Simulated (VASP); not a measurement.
Crystal: CuCl (Nantokite).

```
CELL_PARAMETERS angstrom
0.00000 2.70285 2.70285
2.70285 0.00000 2.70285
2.70285 2.70285 0.00000
ATOMIC_POSITIONS crystal
Cu 0.00000 0.00000 0.00000
Cl 0.25000 0.25000 0.25000
```

| Item | Value |
| --- | --- |
| Program | VASP 6.6.1 |
| Task | relaxation of cell and atoms |
| Functional | PBEsol |
| Potentials or basis | VASP PAW PBE potentials, release 64 (Cu, Cl) |
| Cutoff | 600 eV |
| k mesh | 10 × 10 × 10 |
| Occupations | gaussian, width 0.03 eV |
| Spin | no spin polarisation |

At the start: pressure -3.2 GPa; volume 19.75 Å³/atom.

Problem. How do energy, volume and symmetry change on relaxing?

Solution. Over 3 steps the energy falls by 12.4 meV/atom and the volume is 18.60 Å³/atom (-5.8 %); space group F-43m (No. 216, to 0.05 Å).

The path:
```csv
step,energy change (eV),largest force (eV/Å),pressure (GPa),volume (Å³)
1,0.0000,0.0000,-3.22,39.49
2,-0.0247,0.0000,-0.10,37.27
3,-0.0247,0.0000,-0.04,37.21
```

Final structure:
```xyz
2
Lattice="0.0000 2.6498 2.6498 2.6498 0.0000 2.6498 2.6498 2.6498 0.0000" Properties=species:S:1:pos:R:3 pbc="T T T"
Cu    0.0000    0.0000    0.0000
Cl    1.3249    1.3249    1.3249
```

Caveat: the PAW data sets were made with another functional, which shifts forces and pressure a little.
